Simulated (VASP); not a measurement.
HCl, 16 atoms in the cell. The cell holds a amorphous, 16 atoms: a = 7.417 Å, b = 7.417 Å, c = 7.417 Å, α = 90.00°, β = 90.00°, γ = 90.00°. The cell was built by a generator and needn't be a form met in nature.

| Item | Value |
| --- | --- |
| Program | VASP 6.6.1 |
| Task | molecular dynamics |
| Functional | r2SCAN |
| Potentials or basis | VASP PAW PBE potentials, release 64 (Cl, H) |
| Cutoff | 520 eV |
| k mesh | 1 × 1 × 1 |
| Occupations | fermi-dirac, width 0.05 eV |
| Spin | no spin polarisation |
| Dipole correction | no |
| Further INCAR settings | LREAL = Auto; ALGO = Normal; EDIFF = 1e-05; NBANDS = 46; ISYM = 0; IBRION = 0; POTIM = 0.5; NSW = 20 |

Potentials or basis: VASP PAW PBE potentials, release 64 (Cl, H).

Run with:

```bash
$ cat potpaw_PBE.64/Cl/POTCAR potpaw_PBE.64/H/POTCAR > POTCAR
$ cp INCAR.step1 INCAR
$ mpirun -np 1 vasp_gam > vasp.out
$ cp INCAR.step2 INCAR
$ mpirun -np 1 vasp_gam > vasp.out
```

Hardware: 1 thread of AMD EPYC 9R45 96-Core Processor (Zen 5), on a shared host.

Task: How long does it take, and how much memory?

Result: Run time: 12 min on 1 thread of AMD EPYC 9R45 96-Core Processor (Zen 5), on a shared host, peak memory 0.49 GiB. Counts: scf iterations 154, k points 1, ion steps 20.
